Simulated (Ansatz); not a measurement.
## How far is PAW off for Sn?

```
CELL_PARAMETERS angstrom
-2.02919 2.02919 1.66076
2.02919 -2.02919 1.66076
2.02919 2.02919 -1.66076
ATOMIC_POSITIONS crystal
Sn 0.00000 0.00000 0.00000
```

Conventional cell: a = 4.058 Å, b = 4.058 Å, c = 3.322 Å, α = 90.00°, β = 90.00°, γ = 90.00°. Sn (atom 1) has 10 Sn at 3.32 Å as nearest neighbours.

Structure from Materials Project entry mp-55 (possibly hypothetical), not relaxed further.

Spin–orbit coupling is left out, though it moves levels of the heavy atoms by tenths of an eV or more.

All numbers are computed: DFT, PBE, PAW with Ansatz's default frozen-core files, scalar-relativistic (Ansatz 0.2.0); DFT, PBE, all-electron PAW with datasets made for the crystal, scalar-relativistic (Ansatz 0.2.0); DFT, PBE, all-electron LAPW, scalar-relativistic (Ansatz 0.2.0).

For PAW: a Γ-centred 16×16×16 k mesh, Fermi–Dirac smearing of 0.05 eV, cutoff 420 eV, no spin polarisation. The crystal-made all-electron datasets (AE datasets) take a cutoff of 240 eV at this cell. LAPW targets a basis error of 1 meV/atom. The Ansatz runs share mesh, smearing and spin set-up. Plane-wave (PAW) pressures include the program's estimate of the Pulay term.

Stress and pressure are positive in compression.

Spin–orbit coupling is left out, which moves gradients at and beside heavy atoms by some per cent and at worst by a factor of two.

In a metal, gradients converge slowly with the k mesh: the values move by tens of per cent from one mesh to another, at times in sign, so only the comparison on one mesh counts.

Levels count from the Fermi level.

```tsv
quantity	PAW	AE datasets	LAPW
pressure (GPa)	0.99	0.99	0.99
stress xx (GPa)	0.71	0.70	0.70
stress zz (GPa)	1.56	1.55	1.55
highest filled level at Z (eV)	-0.016	-0.016	-0.016
highest filled level at P (eV)	-0.908	-0.908	-0.908
highest filled level at Γ (eV)	-11.058	-11.057	-11.057
lowest empty level at Γ (eV)	6.751	6.750	6.750
field gradient Vzz at Sn (10²¹ V/m²)	1.12	1.07	–
```

PAW's pressure differs from the LAPW value by about 0.01 GPa or less. Datasets made for the crystal and LAPW share parts of one code, so their agreement isn't an independent check.
